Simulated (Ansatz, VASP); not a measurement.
**HfB in VASP and in Ansatz**

```xyz
2
Lattice="0.0000 2.3100 2.3100 2.3100 0.0000 2.3100 2.3100 2.3100 0.0000" Properties=species:S:1:pos:R:3 pbc="T T T"
Hf    2.3100    2.3100    2.3100
B     0.0000    0.0000    0.0000
```

Alike in both runs: task relaxation of cell and atoms; functional RPBE; k mesh 10 × 10 × 10; occupations fermi-dirac, width 0.05 eV; no spin polarisation.

```csv
,VASP,Ansatz
version,VASP 6.6.1,Ansatz 0.2.0
potentials or method,"VASP PAW PBE potentials, release 64 (Hf_pv, B)",Ansatz PAW
plane-wave cutoff (eV),600,420
valence electrons in the cell,13,29
```

VASP gave:

* gap on the k mesh at the Fermi level, each at its own relaxed structure (eV): none
* relaxed volume (Å³/atom): 14.41
* relaxed cell length with the largest relative difference (Å): 3.441
* energy change over the relaxation (meV/atom): -196

Which values does Ansatz return?

gap on the k mesh at the Fermi level, each at its own relaxed structure (eV): none; relaxed volume (Å³/atom): 14.41; relaxed cell length with the largest relative difference (Å): 3.441; energy change over the relaxation (meV/atom): -192.

A gap of «none» marks a metal or a gap that the smearing closes. The two sets of potentials don't hold the same shells in valence.

Caveats: the volume moved by over 15 % at a fixed basis, so the end points are rough; the PAW data sets were made with another functional, which shifts forces and pressure a little (VASP); the plane-wave basis is chosen anew once the cell has moved, so the energies of steps on either side of that aren't comparable (Ansatz); the PAW data sets come from PBE, with cores solved anew for the run's functional, which leaves a small shift of forces and pressure (Ansatz). Zero-point motion and thermal expansion aren't in these numbers. The runs have no spin-orbit coupling, so splittings on Hf are missing.
